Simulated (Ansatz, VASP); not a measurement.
**Ga3Se in VASP and in Ansatz**

```
CELL_PARAMETERS angstrom
4.37826 0.00000 0.00000
0.00000 4.37826 0.00000
0.00000 0.00000 4.37826
ATOMIC_POSITIONS crystal
Ga 0.00000 0.50000 0.50000
Ga 0.50000 0.00000 0.50000
Ga 0.50000 0.50000 0.00000
Se 0.00000 0.00000 0.00000
```

Alike in both runs: task single point; functional PBE; k mesh 10 × 10 × 10; occupations gaussian, width 0.1 eV; no spin polarisation.

|  | VASP | Ansatz |
| --- | --- | --- |
| version | VASP 6.6.1 | Ansatz 0.2.0 |
| potentials or method | VASP PAW PBE potentials, release 64 (Ga_d, Se) | scalar-relativistic, plane waves, PAW |
| plane-wave cutoff (eV) | 520 | 420 |
| valence electrons in the cell | 45 | 55 |

```tsv
	VASP	Ansatz	Ansatz less VASP
gap on the k mesh at the Fermi level (eV)	none	none	-
pressure (GPa)	0.8	0.8	0.00
```

A gap of «none» marks a metal or a gap that the smearing closes. The two sets of potentials don't hold the same shells in valence.
